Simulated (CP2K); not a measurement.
The system is Sb.

```
Sb
1.0
     3.20158    0.00000    0.00000
     0.00000    3.20158    0.00000
     0.00000    0.00000    3.20158
Sb
1
Direct
  0.00000 0.00000 0.00000
```

This isn't the form of Sb at room conditions, which is rhombohedral.

The cell isn't the ideal one: volume scaled by 1.04.

| Item | Value |
| --- | --- |
| Program | CP2K 2026.2 |
| Task | relaxation of cell and atoms |
| Functional | RPBE |
| Potentials or basis | POTENTIAL_UZH Sb GTH-PBE-q5; TZVP-MOLOPT-PBE-GTH basis |
| Density cutoff | 6123 eV |
| k mesh | 8 × 8 × 8 |
| Occupations | gaussian, width 0.05 eV |
| Spin | no spin polarisation |

At the start: pressure -2.7 GPa; volume 32.82 Å³/atom.

Task: How do energy, volume and symmetry change on relaxing?

Result: Over 5 steps the energy falls by 16.8 meV/atom and the volume is 30.90 Å³/atom (-5.9 %); space group Pm-3m (No. 221, to 0.05 Å).

Step by step:
| step | energy change (eV) | largest force (eV/Å) | volume (Å³) |
| --- | --- | --- | --- |
| 1 | 0.0000 | 0.0000 | 32.76 |
| 2 | -0.0165 | 0.0000 | 30.66 |
| 3 | -0.0168 | 0.0000 | 30.92 |
| 4 | -0.0168 | 0.0000 | 30.90 |
| 5 | -0.0168 | 0.0000 | 30.90 |

Final structure:
```xyz
1
Lattice="3.1379 0.0000 0.0000 0.0000 3.1379 0.0000 0.0000 0.0000 3.1379" Properties=species:S:1:pos:R:3 pbc="T T T"
Sb    0.0000    0.0000    0.0000
```

Caveat: the printed path begins after the first move; the potentials were made for another functional, which shifts forces and pressure; the basis of atomic orbitals isn't converged, which shifts pressures, moduli and gaps.
